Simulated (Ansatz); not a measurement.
TiO2 under changes of volume

One of the cells (12.226 Å³/atom); the others are scaled copies at fixed shape and fractional positions:

```xyz
12
Lattice="6.1536 -1.8835 0.0000 6.1536 1.8835 0.0000 -1.9283 0.0000 6.3290" Properties=species:S:1:pos:R:3 pbc="T T T"
Ti   10.5189    0.0000    1.8329
Ti    1.8562    0.0000    1.7959
Ti   -0.1400    0.0000    4.4961
Ti    8.5226    0.0000    4.5330
O     3.8886    0.0000    1.8569
O     1.9846    0.0000    4.1297
O     8.7534    0.0000    6.2992
O     8.3943    0.0000    2.1993
O    10.3741    0.0000    3.9874
O     1.6255    0.0000    0.0298
O     6.4903    0.0000    4.4721
O     0.0047    0.0000    2.3416
```

The cell comes from a database or a generator and needn't be the stable form of this composition.

| Property | Result |
| --- | --- |
| Program | Ansatz 0.2.0 |
| Functional | BLYP |
| Dispersion | D4 |
| Potentials or basis | Ansatz PAW |
| Cutoff | 420 eV (not typed: the program's choice for these potentials) |
| k mesh | 8 × 8 × 4 |
| Occupations | fermi-dirac, width 0.05 eV |
| Spin | no spin polarisation |

| volume (Å³/atom) | energy over the lowest point (meV/atom) | pressure (GPa) | gap on the mesh (eV) | largest force (eV/Å) |
| --- | --- | --- | --- | --- |
| 11.492 | ? | ? | ? | ? |
| 11.737 | 5.33 | 5.7 | 2.88 | 0.177 |
| 11.981 | 0.00 | 1.4 | 2.81 | 0.230 |
| 12.226 | 0.92 | -2.5 | 2.73 | 0.331 |
| 12.470 | 7.41 | -6.0 | 2.66 | 0.441 |
| 12.715 | 19.03 | -9.1 | 2.60 | 0.550 |
| 12.959 | 35.17 | -12.0 | 2.53 | 0.653 |

What does the run at 11.492 Å³/atom give?

Energy over the lowest point 17.62 meV/atom; pressure 10.5 GPa; gap on the mesh 2.96 eV; largest force 0.266 eV/Å.

Worked out: A Birch-Murnaghan fit of order 3 (a polynomial in V^(-2/3)) to the other rows has its minimum at 12.07 Å³/atom with B0 = V·E''(V) = 194 GPa and B' = 4.1 at fixed shape and positions, which overstates the stiffness. It gives 17.59 meV/atom at 11.492 Å³/atom, against the run's 17.62, and -dE/dV = 10.4 GPa, against 10.5. A straight line through the other rows of the gap, of slope -3.53 eV per unit of ln V, extrapolates to 2.95 eV, against the run's 2.96.

Energies are extrapolated to zero smearing.

Caveats: the PAW data sets come from PBE, with cores solved anew for the run's functional, which leaves a small shift of forces and pressure.

A mesh can miss the band edges.
